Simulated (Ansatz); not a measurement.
Polymorphs of RuS₂

All numbers below come from Ansatz 0.2.0, DFT PBE, scalar-relativistic, plane waves, PAW. All cells share a 420 eV cutoff and Γ-centred k meshes spaced at most about 0.3 Å⁻¹ (about 0.25 or finer for metals, 2π included). Spin is collinear in cells that carry moments; the others ran without spin or lost their moments.

Formation energies are uncorrected and refer to the elements' standard structures at the same level.

All energies are static (0 K, no zero-point motion). Only the structures computed here compete, so a lower one can exist. No dispersion correction is applied, so the spacing and binding between layers, chains or molecules are poorly described (P-3m1, P6_3/mmc, I4/mmm), and this can change margins and order among such cells. Kohn–Sham gaps at this level usually fall short of measured ones. The reference form of S is held partly by dispersion forces, which this level lacks. Another magnetic order may lie lower.

Invented guesses and database cells were relaxed alike, and ends that match in structure, energy and magnetic state were merged. ΔE counts from the first row. Coordination counts S atoms around Ru (those within 1.25 times the shortest such distance or 1.15 times the sum of covalent radii). The ends were matched against large subsets of the Crystallography Open Database and the Materials Project, so a missing match doesn't prove that a structure is unreported.

| # | reached from | type and space group | atoms | Å³/atom | coordination | ΔE (meV/atom) | gap on mesh (eV) | moments | in databases |
| --- | --- | --- | --- | --- | --- | --- | --- | --- | --- |
| 1 | a Materials Project cell | pyrite, Pa-3 (No. 205) | 12 | 15.0 | Ru 6 | 0 | 0.59 | none | Materials Project, matches COD |
| 2 | a known structure type | cadmium iodide, P-3m1 (No. 164) | 3 | 17.6 | Ru 6 | 387 | 0.00 | parallel, 0.5 μB | - |
| 3 | 2H molybdenite type (P6_3/mmc) | 2H molybdenite, P6_3/mmc (No. 194) | 6 | 19.5 | Ru 6 | 430 | 0.00 | none | no match |
| 4 | CaC2 type (I4/mmm) | I4/mmm (No. 139) | 3 | 18.8 | Ru 8 | 632 | 0.00 | none | no match |
| 5 | cuprite type (Pn-3m) | anti-cuprite, Pn-3m (No. 224) | 6 | 21.4 | Ru 4 | 699 | 0.00 | none | no match |
| 6 | ordered vacancies on the cation sites of caesium chloride | P4/mmm (No. 123) | 3 | 16.3 | Ru 8 | 976 | 0.00 | none | no match |
| 7 | AlB2 type (P6/mmm) | P6/mmm (No. 191) | 3 | 14.6 | Ru 12 | 1615 | 0.00 | none | no match |

The lowest: Space group Pa-3 (No. 205), cubic, a = 5.649 Å. Ru is surrounded by 6 S at 2.36 Å; around S lie 1 S at 2.22 Å and 3 Ru at 2.36 Å. Its energy over the elements is −0.564 eV/atom. It is a structure that the Crystallography Open Database (COD) lists.

Space group Pa-3 (No. 205). a = 5.649 Å, b = 5.649 Å, c = 5.649 Å, α = 90.00°, β = 90.00°, γ = 90.00°
| atom | site | symmetry | x | y | z |
| --- | --- | --- | --- | --- | --- |
| Ru | 4a | .-3. | 0.0000 | 0.5000 | 0.5000 |
| S | 8c | .3. | 0.3867 | 0.1133 | 0.8867 |

The second: Space group P-3m1 (No. 164), trigonal, a = 3.438 Å, c = 5.152 Å. Ru is surrounded by 6 S at 2.38 Å; S is surrounded by 3 Ru at 2.38 Å. Counting S atoms around Ru, the first and the second both have Ru 6. The first holds S–S pairs (shortest 2.22 Å); in the second the shortest S–S distance is 3.22 Å. Cells relaxed within their symmetry can be saddle points. Some types were kept out of the candidates beforehand, so the set may lack a known form.
